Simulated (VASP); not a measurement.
Crystal: InP.

```
CELL_PARAMETERS angstrom
0.00000 2.93933 2.93933
2.93933 0.00000 2.93933
2.93933 2.93933 0.00000
ATOMIC_POSITIONS crystal
In 0.00000 0.00000 0.00000
P 0.25000 0.25000 0.25000
```

The cell was built by a generator and needn't be a form met in nature.

Base run:

| Quantity | Value |
| --- | --- |
| Program | VASP 6.6.1 |
| Functional | TB-mBJ |
| Potentials or basis | VASP PAW PBE potentials, release 64 (In_d, P) |
| Cutoff | 520 eV |
| k mesh | 8 × 8 × 8 |
| Occupations | gaussian, width 0.03 eV |
| Spin | no spin polarisation |

Its results: band gap on the k mesh 1.62 eV, direct.

**Question.** The run is repeated on the same cell with these changes: functional from TB-mBJ to r2SCAN. What comes out?

**Answer.** Band gap on the k mesh 1.12 eV, direct.

Caveats: spin-orbit coupling is left out, which moves the levels of the heavy elements.
